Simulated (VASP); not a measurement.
# Ta (Im-3m) in VASP: relaxation of cell and atoms with PBEsol

Aim: the relaxation of cell and atoms of Ta with PBEsol.

Everything below comes from runs of VASP 6.6.1. Logs are shortened: lines on timing, memory, paths and dates and some standing lists are left out, and cuts for length are marked.

## Step 1: The structure

The structure is cubic, space group Im-3m (No. 229). Conventional cell: a = 3.283 Å, b = 3.283 Å, c = 3.283 Å, α = 90.00°, β = 90.00°, γ = 90.00°. Ta (site symmetry m-3m) is surrounded by 8 Ta at 2.84 Å.

## Step 2: Relaxation of cell and atoms, PBEsol

File INCAR:

```
PREC     = Accurate       # precision mode
ENCUT    = 600            # plane-wave cutoff, eV
EDIFF    = 1E-7           # SCF threshold, eV
ISMEAR   = 1              # smearing method
SIGMA    = 0.1            # smearing width, eV
LREAL    = F              # projectors in reciprocal space
LASPH    = T              # aspherical terms in the spheres
NELM     = 80             # most SCF steps
ALGO     = Normal         # electronic algorithm
ISIF     = 3              # what is computed and relaxed
LWAVE    = F              # write WAVECAR
LCHARG   = F              # write CHGCAR
GGA      = PS             # functional
IBRION   = 2              # ionic algorithm
NSW      = 90             # ionic steps
EDIFFG   = -0.005         # ionic threshold
KPAR     = 2
```

File KPOINTS:

```
regular mesh
0
Gamma
  16 16 16
```

File POSCAR:

```
Ta                                      
1.0
   -1.6416853683      1.6416853683      1.6416853683
    1.6416853683     -1.6416853683      1.6416853683
    1.6416853683      1.6416853683     -1.6416853683
  Ta            
     1
Direct
     0.0000000000000000    0.0000000000000000    0.0000000000000000
```

Potentials or basis: VASP PAW PBE potentials, release 64 (Ta_pv).

Launch:

```bash
$ cat potpaw_PBE.64/Ta_pv/POTCAR > POTCAR
$ mpirun -np 2 vasp_std > vasp.out
```

OUTCAR:

```text
PREC = Accurate
   ENCUT = 600
   EDIFF = 1E-7
   ISMEAR = 1
   LREAL = F
   LASPH = T
   NELM = 80
   ISIF = 3
   GGA = PS
   IBRION = 2
   NSW = 90
   EDIFFG = -0.005

 ion  position               nearest neighbor table
   1  0.000  0.000  0.000-

  LATTYP: Found a body centered cubic cell.
 ALAT       =     3.2833707366

  Lattice vectors:

 A1 = (  -1.6416853683,   1.6416853683,   1.6416853683)
 A2 = (   1.6416853683,  -1.6416853683,   1.6416853683)
 A3 = (   1.6416853683,   1.6416853683,  -1.6416853683)

Analysis of symmetry for initial positions (statically):
=====================================================================
 Subroutine PRICEL returns:
 Original cell was already a primitive cell.

 Routine SETGRP: Setting up the symmetry group for a
 body centered cubic supercell.

 Subroutine GETGRP returns: Found 48 space group operations
 (whereof 48 operations were pure point group operations)
 out of a pool of 48 trial point group operations.

The static configuration has the point symmetry O_h .

Analysis of symmetry for dynamics (positions and initial velocities):
=====================================================================
 Subroutine PRICEL returns:
 Original cell was already a primitive cell.

 Routine SETGRP: Setting up the symmetry group for a
 body centered cubic supercell.

 Subroutine GETGRP returns: Found 48 space group operations
 (whereof 48 operations were pure point group operations)
 out of a pool of 48 trial point group operations.

The dynamic configuration has the point symmetry O_h .

 Subroutine INISYM returns: Found 48 space group operations
 (whereof 48 operations are pure point group operations),
 and found     1 'primitive' translations

----------------------------------------------------------------------------------------

                                     Primitive cell

  volume of cell :      17.6982

  direct lattice vectors                    reciprocal lattice vectors
    -1.641685368  1.641685368  1.641685368     0.000000000  0.304565058  0.304565058
     1.641685368 -1.641685368  1.641685368     0.304565058  0.000000000  0.304565058
     1.641685368  1.641685368 -1.641685368     0.304565058  0.304565058  0.000000000

  length of vectors
     2.843482468  2.843482468  2.843482468     0.430720036  0.430720036  0.430720036

  position of ions in fractional coordinates (direct lattice)
     0.000000000  0.000000000  0.000000000

  ion indices of the primitive-cell ions
   primitive index   ion index
                 1           1

----------------------------------------------------------------------------------------

 KPOINTS: regular mesh

Automatic generation of k-mesh.
 Grid dimensions read from file:
 generate k-points for:   16   16   16

 Generating k-lattice:

  Cartesian coordinates                     Fractional coordinates (reciprocal lattice)
     0.000000000  0.019035316  0.019035316     0.062500000  0.000000000  0.000000000
     0.019035316  0.000000000  0.019035316     0.000000000  0.062500000  0.000000000
     0.019035316  0.019035316  0.000000000     0.000000000  0.000000000  0.062500000

  Length of vectors
     0.026920002  0.026920002  0.026920002

  Shift w.r.t. Gamma in fractional coordinates (k-lattice)
     0.000000000  0.000000000  0.000000000

 Subroutine IBZKPT returns following result:
 ===========================================

 Found    145 irreducible k-points:

 Following reciprocal coordinates:
            Coordinates               Weight
  0.000000  0.000000  0.000000      1.000000
  0.062500  0.000000  0.000000     12.000000
  0.125000  0.000000  0.000000     12.000000
  0.187500  0.000000  0.000000     12.000000
  0.250000  0.000000  0.000000     12.000000
  0.312500  0.000000  0.000000     12.000000
[... 16 lines left out ...]
  0.187500  0.187500  0.000000     24.000000
  0.250000  0.187500  0.000000     48.000000
 [... further k-points ...]
   k-points           NKPTS =    145   k-points in BZ     NKDIM =    145   number of bands    NBANDS=      9
   number of dos      NEDOS =    301   number of ions     NIONS =      1
   total plane-waves  NPLWV =  13824
   dimension x,y,z NGX =    24 NGY =   24 NGZ =   24
   dimension x,y,z NGXF=    48 NGYF=   48 NGZF=   48
   ions per type =               1
   NGX,Y,Z   is equivalent  to a cutoff of  14.03, 14.03, 14.03 a.u.
   NGXF,Y,Z  is equivalent  to a cutoff of  28.06, 28.06, 28.06 a.u.
 SYSTEM =  unknown system
   PREC   = accura    normal or accurate (medium, high low for compatibility)
   ISTART =      0    job   : 0-new  1-cont  2-samecut
   ICHARG =      2    charge: 1-file 2-atom 10-const
   ISPIN  =      1    spin polarized calculation?
   LNONCOLLINEAR =      F non collinear calculations
   LSORBIT =      F    spin-orbit coupling
   LASPH  =      T    aspherical Exc in radial PAW
   ENCUT  =  600.0 eV  44.10 Ry    6.64 a.u.   5.68  5.68  5.68*2*pi/ulx,y,z
   NELM   =     80;   NELMIN=  2; NELMDL= -5     # of ELM steps
   EDIFF  = 0.1E-06   stopping-criterion for ELM
   LREAL  =      F    real-space projection
   EDIFFG = -.5E-02   stopping-criterion for IOM
   NSW    =     90    number of steps for IOM
   IBRION =      2    ionic relax: 0-MD 1-quasi-New 2-CG
   NFREE  =      1    steps in history (QN), initial steepest desc. (CG)
   ISIF   =      3    stress and relaxation
   ISYM   =      2    0-nonsym 1-usesym 2-fastsym
   POTIM  = 0.5000    time-step for ionic-motion
   TEBEG  =    0.0;   TEEND  =   0.0 temperature during run
   PSTRESS=    0.0 pullay stress
   NELECT =      11.0000    total number of electrons
   NUPDOWN=      -1.0000    fix difference up-down
   EMIN   =  10.00;   EMAX   =-10.00  energy-range for DOS
   EFERMI =   0.00;   METHOD = LEGACY
   ISMEAR =     1;   SIGMA  =   0.10  broadening in eV -4-tet -1-fermi 0-gaus
   EFERMI_NEDOS =   21; number of points for ismear=-14 and -15
   IALGO  =     38    algorithm
   IMIX   =      4    mixing-type and parameters
     AMIX     =   0.40;   BMIX     =  1.00
     AMIX_MAG =   1.60;   BMIX_MAG =  1.00
  volume/ion in A,a.u.               =      17.70       119.43
  Fermi-wavevector in a.u.,A,eV,Ry     =   1.397105  2.640146 26.557255  1.951903
  Thomas-Fermi vector in A             =   2.520394
   LORBIT       =      0    0 simple, 1 ext, 2 COOP (PROOUT), +10 PAW based schemes
   GGA     = PS    functional components
   LHFCALC =     F    Hartree Fock is set to
   AEXX    =    0.0000 exact exchange contribution
   IVDW    =     0    specifies the selected vdW correction
   LEPSILON=     F    determine dielectric tensor
   LRPA    =     F    only Hartree local field effects (RPA)
 conjugate gradient relaxation of ions
 non-spin polarized calculation
 Methfessel and Paxton  Order N= 1 SIGMA  =   0.10
  energy-cutoff  :      600.00
  volume of cell :       17.70
 maximum number of plane-waves:       610
   NGX = 11   NGY = 11   NGZ = 11

 number of electron      11.0000002 magnetization

 Free energy of the ion-electron system (eV)
  ---------------------------------------------------
  ext. energy  EPLUGINS =         0.00000000
  ---------------------------------------------------
  free energy    TOTEN  =       -12.54683032 eV

  energy without entropy =      -12.54604954  energy(sigma->0) =      -12.54657006

 E-fermi :   5.4355     XC(G=0): -12.8191

 val. band max:        5.4302067990   @ k =   0.3125   0.1250   0.0625
 cond. band min:       5.4431939585   @ k =  -0.3125   0.4375   0.1250
 fundamental gap:      0.0129871596
 Fermi energy:         5.4355091506

 k-point     1 :       0.0000    0.0000    0.0000
  band No.  band energies     occupation
      1     -27.4970      2.00000
      2     -27.4970      2.00000
      3     -27.4970      2.00000
      4      -2.5333      2.00000
      5       6.1796     -0.00000
      6       6.1796     -0.00000
      7       6.1796     -0.00000
      8       9.5135      0.00000
      9       9.5135      0.00000

 k-point     2 :       0.0625    0.0000    0.0000
  band No.  band energies     occupation
      1     -27.5491      2.00000
      2     -27.5129      2.00000
      3     -27.4973      2.00000
      4      -2.3541      2.00000
      5       6.0628     -0.00000
      6       6.1461     -0.00000
      7       6.3552     -0.00000
      8       9.3232      0.00000
      9       9.5136      0.00000

 k-point     3 :       0.1250    0.0000    0.0000
  band No.  band energies     occupation
      1     -27.6951      2.00000
      2     -27.5579      2.00000
      3     -27.4982      2.00000
      4      -1.8410      2.00000
      5       5.7482     -0.00009
      6       5.9972     -0.00000
      7       6.8751     -0.00000
      8       8.9651      0.00000
      9       9.5266      0.00000

 k-point     4 :       0.1875    0.0000    0.0000
  band No.  band energies     occupation
      1     -27.9078      2.00000
      2     -27.6246      2.00000
      3     -27.4995      2.00000
      4      -1.0724      2.00000
      5       5.3191      2.06969
      6       5.6807     -0.00286
      7       7.7185      0.00000
      8       8.7983      0.00000
      9       9.5815      0.00000
[... 205 lines left out ...]
 k-point    22 :       0.4375    0.1250    0.0000
  band No.  band energies     occupation
      1     -28.6867      2.00000
      2     -27.9632      2.00000
      3     -27.5723      2.00000
      4       1.5026      2.00000
      5       3.9515      2.00000
      6       6.3334     -0.00000
      7       9.2089      0.00000
      8      10.7469      0.00000
      9      14.1150      0.00000

 k-point    23 :       0.1875    0.1875    0.0000
  band No.  band energies     occupation
      1     -28.3585      2.00000
      2     -27.7999      2.00000
      3     -27.5888      2.00000
      4       1.0677      2.00000
      5       4.4285      2.00000
      6       4.8011      2.00000
      7       8.5879      0.00000
      8      10.3113      0.00000
      9      10.8719      0.00000

 k-point    24 :       0.2500    0.1875    0.0000
  band No.  band energies     occupation
      1     -28.4819      2.00000
      2     -27.9047      2.00000
      3     -27.6054      2.00000
      4       1.7300      2.00000
      5       4.1622      2.00000
      6       4.8484      2.00000
      7       8.8513      0.00000
      8      10.3921      0.00000
      9      12.3512      0.00000

 [... further k-points ...]

------------------------ aborting loop because EDIFF is reached ----------------------------------------

  FORCE on cell =-STRESS in cart. coord.  units (eV):
  Direction    XX          YY          ZZ          XY          YZ          ZX
  --------------------------------------------------------------------------------------
  -------------------------------------------------------------------------------------
  Total       -0.0042851     -0.0042851     -0.0042851     -0.0000000     -0.0000000      0.0000000
  in kB       -0.3879192     -0.3879192     -0.3879192     -0.0000000     -0.0000000      0.0000000
  external PRESSURE =      -0.3879192 kB  Pullay stress =       0.0000000 kB

 VOLUME and BASIS-vectors are now :
 -----------------------------------------------------------------------------
  energy-cutoff  :      600.00
  volume of cell :       17.70
      direct lattice vectors                 reciprocal lattice vectors
    -1.641685368  1.641685368  1.641685368     0.000000000  0.304565058  0.304565058
     1.641685368 -1.641685368  1.641685368     0.304565058  0.000000000  0.304565058
     1.641685368  1.641685368 -1.641685368     0.304565058  0.304565058  0.000000000

 POSITION                                       TOTAL-FORCE (eV/Angst)
 -----------------------------------------------------------------------------------
      0.00000      0.00000      0.00000         0.000000     -0.000000      0.000000
 -----------------------------------------------------------------------------------
    total drift:                                0.000000      0.000000     -0.000000

  FREE ENERGIE OF THE ION-ELECTRON SYSTEM (eV)
  ---------------------------------------------------
  free  energy   TOTEN  =       -12.5468303189 eV

  energy  without entropy=      -12.5460495435  energy(sigma->0) =      -12.54657006

 reached required accuracy - stopping structural energy minimisation
```

Run time: 11 s. Hardware: 2 MPI ranks of Intel Xeon Platinum 8488C (Sapphire Rapids), shared host; peak memory 0.14 GiB.

What came out:

```yaml
Free_energy: -12.5468 eV
Pressure_after_relaxing: 0.0 GPa
Band_gap_on_the_k_mesh: none (metal or under the smearing width)
```

Final structure:
```xyz
1
Lattice="-1.6417 1.6417 1.6417 1.6417 -1.6417 1.6417 1.6417 1.6417 -1.6417" Properties=species:S:1:pos:R:3 pbc="T T T"
Ta    0.0000    0.0000    0.0000
```

Caveat: the relaxation stopped at its first step, so nothing moved; the PAW data sets were made with another functional, which shifts forces and pressure a little.
